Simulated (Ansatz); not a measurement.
The system is HgTe.

```
Hg Te
1.0
     0.00000    3.18000    3.18000
     3.18000    0.00000    3.18000
     3.18000    3.18000    0.00000
Hg Te
1 1
Direct
  0.00000 0.00000 0.00000
  0.50000 0.50000 0.50000
```

Measurements of this composition are mostly on another form, of space group No. 216.

- Program: Ansatz 0.2.0
- Task: relaxation of cell and atoms
- Functional: PBE
- Potentials or basis: Ansatz PAW
- Cutoff: 420 eV (not typed: the program's choice for these potentials)
- k mesh: 7 × 7 × 7
- Occupations: fermi-dirac, width 0.05 eV
- Spin: no spin polarisation

At the start: volume 32.16 Å³/atom.

How do energy, volume and symmetry change on relaxing?

It ends after 5 steps and the volume is 28.91 Å³/atom (-10.1 %); space group Fm-3m (No. 225, to 0.05 Å).

Step by step:
| step | energy change (eV) | largest force (eV/Å) | volume (Å³) |
| --- | --- | --- | --- |
| 1 | 0.0000 | 0.0000 | 64.31 |
| 2 | -0.0861 | 0.0000 | 57.52 |
| 3 | -0.0863 | 0.0000 | 57.89 |
| 4 | -0.0863 | 0.0000 | 57.81 |
| 5 | -0.0849 | 0.0000 | 57.81 |

Final structure:
```xyz
2
Lattice="0.0000 3.0690 3.0690 3.0690 0.0000 3.0690 3.0690 3.0690 0.0000" Properties=species:S:1:pos:R:3 pbc="T T T"
Hg    0.0000    0.0000    0.0000
Te    3.0690    3.0690    3.0690
```

Caveat: the plane-wave basis is chosen anew once the cell has moved, so the energies of steps on either side of that aren't comparable; the volume moved by -10 % from the deposited cell, more than functionals usually miss.
